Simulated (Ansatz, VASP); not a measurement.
# Mo: VASP beside Ansatz

```xyz
1
Lattice="2.7488 0.0000 0.0000 -1.3744 2.3805 0.0000 0.0000 0.0000 2.5339" Properties=species:S:1:pos:R:3 pbc="T T T"
Mo    0.0000    0.0000    1.2670
```

Alike in both runs: functional r2SCAN; k mesh 18 × 18 × 16; occupations gaussian, width 0.1 eV; no spin polarisation.

Ansatz relaxed the structure, and its values are those at the end. VASP's run is a single point on that final structure, the one shown.

|  | VASP | Ansatz |
| --- | --- | --- |
| version | VASP 6.6.1 | Ansatz 0.2.0 |
| potentials or method | VASP PAW PBE potentials, release 64 (Mo_sv) | scalar-relativistic, plane waves, PAW |
| plane-wave cutoff (eV) | 520 | 500 |
| valence electrons in the cell | 14 | 14 |

Ansatz gave:

```
gap on the k mesh at the Fermi level (eV) : none
pressure (GPa)                            : 0.0
```

Question: Estimate VASP's values.

Answer: gap on the k mesh at the Fermi level (eV): none; pressure (GPa): 1.1.

A gap of «none» marks a metal or a gap that the smearing closes.

Caveats: the PAW data sets were made with another functional, which shifts forces and pressure a little (VASP).
